## Valence levels of SnTe at two unseen points

In cubic SnTe the filled level nearest the gap moves by more than 3 eV as the electron's wave vector changes, although no atom moves. That is over three times the gap of 0.89 eV found on this mesh. The question is whether the geometry of the bonds explains these shifts well enough to forecast two levels at two further wave vectors. One is the top valence level, printed as "level under 1", and the other is the lowest listed level, "level under 4".

ABINIT 10.8.3 with the PBEsol functional for cubic SnTe (Fm-3m, two-atom cell), without spin–orbit coupling, using PseudoDojo NC SR PBEsol v0.4.1 standard pseudopotentials, a 925.187 eV cutoff, a 5×5×5 k mesh and Fermi–Dirac smearing of 0.05 eV. Levels are numbered outward from the gap, and their energies are relative to the highest filled level on the mesh.

| point a (reciprocal cell vector) | point b (reciprocal cell vector) | point c (reciprocal cell vector) | level under 4 (eV) | level under 3 (eV) | level under 2 (eV) | level under 1 (eV) | level over 1 (eV) |
| --- | --- | --- | --- | --- | --- | --- | --- |
| 0.0000 | 0.0000 | 0.0000 | -4.385 | -1.781 | -1.781 | -1.781 | 3.706 |
| 0.4000 | 0.2000 | 0.0000 | -6.971 | -2.825 | -2.626 | -1.928 | 2.591 |
| -0.4000 | 0.2000 | 0.0000 | -7.674 | -3.581 | -2.090 | -1.249 | 1.711 |
| -0.2000 | 0.2000 | 0.0000 | -6.790 | -3.209 | -1.290 | 0.000 | 0.890 |
| 0.4000 | 0.4000 | 0.0000 | -6.361 | -4.378 | -3.275 | -3.275 | 2.592 |
| -0.4000 | 0.4000 | 0.0000 | ? | ? | ? | ? | ? |
| -0.4000 | 0.4000 | 0.2000 | ? | ? | ? | ? | ? |

The columns "point a", "point b" and "point c" together name a wave vector, and the zone centre is (0, 0, 0). Among the five known points, the top valence level is highest at (−0.2, 0.2, 0), where it defines the zero of energy, and deepest at (0.4, 0.4, 0), at −3.3 eV. The zone centre lies between them at −1.8 eV, so distance from the centre does not order the levels.

### Why the top level moves

The upper three valence levels are taken to be mainly Te p and the lowest listed one mainly Sn s, as electron counting and the usual order of atomic levels suggest. Each Te atom has six Sn neighbours, two along each cube axis. A filled Te p orbital that mixes with the empty Sn p orbitals is pushed down, and the empty partner is pushed up. The wave vector decides how strongly they mix, because it sets the phase of the wave on each neighbour.

Along the orbital's own axis the two neighbours may act together or cancel. The four neighbours at the sides act more weakly and with the opposite sign. Each of the three p orbitals therefore has its own degree of mixing, and the one that mixes least stays highest. In this first picture the top valence level measures the weakest of three bonds, not their average.

Let $k_x$, $k_y$ and $k_z$ be the components of the wave vector along the cube axes, in units of $2\pi$ over the cube edge. They follow from the printed columns as $k_x=b+c-a$, $k_y=a+c-b$ and $k_z=a+b-c$. With the usual rough ratio of one quarter between sideways and head-on overlap, the bond factor of the y orbital is

$$w=\left|\cos\pi k_y-\tfrac14(\cos\pi k_x+\cos\pi k_z)\right|.$$

At every point considered here, no other orbital has a smaller factor. The factor puts the five known top levels in the right order without exception: the larger $w$, the deeper the level. It is almost zero at (−0.2, 0.2, 0), about 0.5 at the zone centre and 0.95 at (0.4, 0.4, 0).

A second effect appears where two p orbitals have equal factors. They can then mix with each other through the surrounding atoms, which moves one level above their mean and the other below it. In the simplest treatment this splitting is proportional to $|\sin\pi k_x\,\sin\pi k_y|$. Its scale is taken from (−0.2, 0.2, 0), where the two upper levels lie 1.29 eV apart. The same rule is too strong at (−0.4, 0.2, 0), where it again gives 1.29 eV but the calculation gives 0.84 eV. It is too weak at (0.4, 0.2, 0), with 0.49 eV against a computed 0.70 eV; there the third orbital has nearly the same factor, so the picture of a single pair is incomplete.

### Forecasts

The model for the top level is a straight line in $w$, fitted to the five known points after half the splitting has been subtracted:

$$E_{\rm top}\approx-0.56-2.69\,w+M\quad\text{(in eV)}.$$

Here $M$ is half the splitting, and it is zero where no two orbitals form an interacting pair. When each known point is left out in turn, the typical error is about 0.25 eV. The ranges for the top level are a judgement and are set at twice that.

The point (−0.4, 0.4, 0.2) shows the whole estimate. Its components along the cube axes are 1.0, −0.6 and −0.2, with cosines −1, −0.309 and 0.809. Hence $w=|-0.309+0.048|=0.261$. No two factors are equal, so $M=0$ and the top level should lie at $-0.56-2.69\times0.261$, or −1.3 ± 0.5 eV.

At (−0.4, 0.4, 0) the weakest factor is large, 0.86, and the level should be deep. Two orbitals share this factor, and their mixing lifts the upper one by about 0.25 eV. The forecast is −2.6 ± 0.5 eV. A straight line that ignores the mixing gives about −2.8 eV here and −0.8 eV at the other point, so the second point separates the two versions better.

The lowest listed level needs a different argument. Te s levels further down push the Sn s level up, most strongly at the zone centre, where all neighbours act in phase. Te p levels above push it down, but not at the centre, because there the two lobes of a p orbital cancel. The first push grows as the square of the summed cosines, $C^2$, and the second as the sum of the squared sines, $S$.

A fit to the five known points gives $E_{\rm low}\approx-6.5+0.24\,C^2-0.52\,S$ in eV. Three constants on five points make a thin basis, and direct hopping between Sn atoms has a related form, so the constants are not pure coupling strengths. Leaving out each known point in turn gives a typical error of about 0.18 eV, and the ranges are again a judgement. The forecasts are −6.8 ± 0.3 eV at (−0.4, 0.4, 0) and −7.1 ± 0.3 eV at (−0.4, 0.4, 0.2).

Since mixing drives filled and empty p levels apart, the direct separation, from the highest filled to the lowest empty level at one wave vector, should be smaller at (−0.4, 0.4, 0.2) than at (−0.4, 0.4, 0). No value is forecast for the empty levels themselves. The lowest of them is deeper at (0.4, 0.4, 0) than at the zone centre, although the bond factor is larger there, which the p picture does not explain.

### Computed values

The withheld rows as computed:

| point a (reciprocal cell vector) | point b (reciprocal cell vector) | point c (reciprocal cell vector) | level under 4 (eV) | level under 3 (eV) | level under 2 (eV) | level under 1 (eV) | level over 1 (eV) |
| --- | --- | --- | --- | --- | --- | --- | --- |
| -0.4000 | 0.4000 | 0.0000 | -6.866 | -4.993 | -3.076 | -2.674 | 3.349 |
| -0.4000 | 0.4000 | 0.2000 | -7.164 | -4.085 | -4.005 | -0.886 | 1.480 |

All four levels fall within their ranges. The lowest level is the closest success, with both forecasts less than 0.1 eV too high. The direct separation also follows the expected order, at 6.0 eV for (−0.4, 0.4, 0) and 2.4 eV for (−0.4, 0.4, 0.2). The bond factor $w$ now orders the top level correctly at all seven points.

For the top level at (−0.4, 0.4, 0), the calculation gives −2.67 eV against the forecast of −2.6 eV. The two upper levels there are 0.40 eV apart, where the mixing rule gives 0.49 eV. The rule thus gives the rough size of the splitting at a point that played no part in setting its scale. It does not show whether the orbitals mix through Sn s or directly between Te atoms, since both routes follow the same product of sines.

The top level at (−0.4, 0.4, 0.2) is the weaker forecast. It lies at −0.89 eV, almost 0.4 eV above the model's value, and the simpler line without mixing comes closer. The correction for mixing changes the forecast most at this point, because the model lifts an orbital only when it has an equal partner. That moves the forecast too far down.

The model leaves out a push that needs no partner. Levels that mix repel each other, so if Te p pushes the Sn s level down, Sn s must lift Te p. For the y orbital this lift should grow as $\sin^2\pi k_y$, which is about 0.9 here and zero at the zone centre. With the fitted constant of 0.52 eV it would be nearly 0.5 eV. The squared sine is just as large, however, at (−0.2, 0.2, 0) and (−0.4, 0.2, 0), the two known points with the smallest $w$. The fitted line therefore already holds much of this lift, and the push alone is unlikely to explain the miss.

The straight line is also suspect. When mixing is weak compared with the energy difference between the Te p and Sn p orbitals, the filled level should fall as the square of $w$, slowly at first. Between (−0.2, 0.2, 0) and (−0.4, 0.4, 0.2) the line drops by about 0.65 eV. The computed drop is only $0.89-0.65=0.24$ eV, measured from the mean of the two mixed levels at the first point. Sn s should lift that mean and the single level by about the same amount, so it does not explain the smaller drop. A curved law would act in the right direction, but it has not been fitted here.

### What this means for the gap

The same geometry shows why the mesh gap must not be used as the band gap of SnTe. At the zone-boundary point L, all three components equal one half, so all three bond factors vanish and the push from Sn s on Te p is at its strongest. The known band edges of SnTe lie at or near L, which this mesh does not contain. The value of 0.89 eV belongs to (−0.2, 0.2, 0), where two of the three factors are nearly zero. A mesh with an even number of divisions, centred on the zone centre, contains L and gives the levels there.

Those levels would also need spin-orbit coupling, which is left out here. It would split the threefold level at the zone centre and reshape the small gap near L. The forecasts above thus test a picture of bonding within this calculation, not the measured band edges. The printed analysis below gives the fits and the deviation at each point.

Printed output of the fit:

```
fit of level_under_4 on 5 rows: constant -6.535 +/- 0.069, coefficient of C2 0.2404 +/- 0.0097, coefficient of S2 -0.5183 +/- 0.036; rms 0.0302, worst -0.2 -0.0533, leave-one-out rms 0.178
  rows outside the fit (model, value, miss): -0.4 -6.801, -6.866, 0.0647; -0.4 -7.123, -7.164, 0.0412
fit of level_under_1 - mix on 5 rows: constant -0.5618 +/- 0.17, coefficient of hy -2.689 +/- 0.29; rms 0.154, worst 0.4 -0.227, leave-one-out rms 0.254
  rows outside the fit (model, value, miss): -0.4 -2.866, -2.92, 0.0548; -0.4 -1.264, -0.886, -0.378
fit of level_under_1 on 5 rows: constant 0.1121 +/- 0.2, coefficient of hy -3.397 +/- 0.33; rms 0.177, worst 0.4 -0.284, leave-one-out rms 0.284
  rows outside the fit (model, value, miss): -0.4 -2.798, -2.674, -0.124; -0.4 -0.7755, -0.886, 0.111
Top valence level from the model with mixing:
   row  weakest factor  half splitting in eV  model top in eV  model less computed in eV
   0.0             0.5                     0           -1.906                    -0.1253
   0.4           0.684                0.2464           -2.155                    -0.2267
  -0.4           0.434                 0.645           -1.084                     0.1652
  -0.2         0.01824                 0.645          0.03412                    0.03412
   0.4          0.9523                     0           -3.122                     0.1527
  -0.4          0.8568                0.2464           -2.619                    0.05482
  -0.4          0.2613                     0           -1.264                    -0.3784
Splitting of the two upper levels in the fourth row, eV: 1.29
Splitting in the third row as computed, eV: 0.841
Splitting in the first withheld row from the model, eV: 0.4927
Splitting in the first withheld row as computed, eV: 0.402
Direct separation in the first withheld row, eV: 6.023
Direct separation in the second withheld row, eV: 2.366
```
